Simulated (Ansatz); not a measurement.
Set up this calculation in Ansatz 0.2.0, as the native input.

```yaml
Task: relaxation of cell and atoms
Functional: PBEsol
Potentials_or_basis: Ansatz PAW
Cutoff: "420 eV (not typed: the program's choice for these potentials)"
k_mesh: 10 × 10 × 8
Occupations: fermi-dirac, width 0.05 eV
Spin: no spin polarisation
Target_pressure: 20 GPa
Target_pressure_GPa: 20
```

Crystal: MoP.

```xyz
2
Lattice="3.2230 0.0000 0.0000 -1.6115 2.7912 0.0000 0.0000 0.0000 3.1910" Properties=species:S:1:pos:R:3 pbc="T T T"
Mo    0.0000    0.0000    0.0000
P     0.0000    1.8608    1.5955
```

The input as run:

input.yaml

```yaml
crystal:
  lattice:
    - [3.223, 0.0, 0.0]
    - [-1.6115, 2.7911998764, 0.0]
    - [0.0, 0.0, 3.191]
  atoms:
    - { symbol: Mo, position: [0.0, 0.0, 0.0] }
    - { symbol: P, position: [0.3333333333, 0.6666666667, 0.5] }
hamiltonian:
  xc: pbesol
  pseudopotentials: { kind: paw }
kpoints:
  mp_grid: { grid: [10, 10, 8] }
scf:
  occupations: { method: fermi_dirac, width: 0.05 }
output:
  forces: true
  stress: true
  eigenvalues: true
relax:
  f_tol: 0.01
  max_steps: 40
  cell: { stress_tol: 0.05, p_target: 20.0 }
```

Potentials or basis: Ansatz PAW.

Run with:

```sh
$ ansatz run input.yaml --threads 2 --pin off --max-ram 5632MiB --backend cpu --events-out ev --progress --plain --runs-dir out
```

It gave:

```json
{
  "Relaxed volume": "13.13 Å³/atom",
  "Relaxed cell": "a = 3.113 Å, b = 3.113 Å, c = 3.128 Å, α = 90.00°, β = 90.00°, γ = 120.00°",
  "Space group after relaxing (to 0.05 Å)": "P-6m2 (No. 187)",
  "Energy change on relaxing (the enthalpy is what falls)": "+55.4 meV/atom",
  "Ionic steps": "6",
  "Pressure after relaxing": "20.0 GPa",
  "Band gap on the k mesh": "none (metal or under the smearing width)"
}
```

Caveat: the plane-wave basis is chosen anew once the cell has moved, so the energies of steps on either side of that aren't comparable; the PAW data sets come from PBE, with cores solved anew for the run's functional, which leaves a small shift of forces and pressure.

Run time: 8.7 s on 2 threads of Arm Neoverse V2, on a shared host, peak memory 0.33 GiB.
